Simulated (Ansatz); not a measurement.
# BaSnO3: response to strain

The parent structure is BaSnO3 in the cubic perovskite structure (space group Pm-3m, No. 221).

```yaml
crystal:
  lattice:
    - [4.12186, 0.00000, 0.00000]
    - [0.00000, 4.12186, 0.00000]
    - [0.00000, 0.00000, 4.12186]
  atoms:
    - { symbol: Ba, position: [0.00000, 0.00000, 0.00000] }
    - { symbol: Sn, position: [0.50000, 0.50000, 0.50000] }
    - { symbol: O, position: [0.00000, 0.50000, 0.50000] }
    - { symbol: O, position: [0.50000, 0.50000, 0.00000] }
    - { symbol: O, position: [0.50000, 0.00000, 0.50000] }
```

Cartesian axes are those of the cell as printed.

Strains are applied to the cell and any free atomic positions relax; under biaxial strain the out-of-plane vector relaxes too.

Calculations: PBEsol/PAW in Ansatz (a program for electronic structure), no spin-orbit coupling.

Notes on the quantities. energy relative to the base: free energy F; pressure: mean of the normal stresses, compression positive.

| change | electron mass | energy relative to the base | pressure |
|---|---|---|---|
| base | 0.16 mₑ (at Γ) | 0 meV/atom | 0.00 GPa |
| biaxial strain +1.43 %, plane normal [001], relaxed out of plane | 0.14 mₑ (at Γ) | +5.4 meV/atom | -2.81 GPa |
| biaxial strain +2.45 %, plane normal [001], relaxed out of plane | 0.13 mₑ out of plane, 0.13 mₑ in plane (at Γ) | +15 meV/atom | -4.55 GPa |
| isotropic strain −1.47 % | 0.19 mₑ (at Γ) | +14 meV/atom | 7.50 GPa |

The levels and masses belong to the bands next to the band gap. Masses are band curvatures over ±0.01 Å⁻¹ around the edge. Stability against distortions was not tested.
